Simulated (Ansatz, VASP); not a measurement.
## ZnCu: VASP beside Ansatz

```
Zn Cu
1.0
     2.84393    0.00000    0.00000
     0.00000    2.84393    0.00000
     0.00000    0.00000    2.84393
Zn Cu
1 1
Cartesian
  1.4220 1.4220 1.4220
  0.0000 0.0000 0.0000
```

Alike in both runs: task single point; functional PBE; k mesh 14 × 14 × 14; occupations gaussian, width 0.1 eV; no spin polarisation.

```csv
,VASP,Ansatz
version,VASP 6.6.1,Ansatz 0.2.0
potentials or method,"VASP PAW PBE potentials, release 64 (Zn, Cu)","scalar-relativistic, plane waves, PAW"
plane-wave cutoff (eV),520,420
valence electrons in the cell,23,31
```

```csv
,VASP,Ansatz,Ansatz less VASP
gap on the k mesh at the Fermi level (eV),none,none,-
pressure (GPa),20.0,19.3,-0.68
```

A gap of «none» marks a metal or a gap that the smearing closes. The two sets of potentials don't hold the same shells in valence.

Caveats: so large a pressure means that the cell lies far from this level's equilibrium, or that cutoff or potentials fall short (VASP).
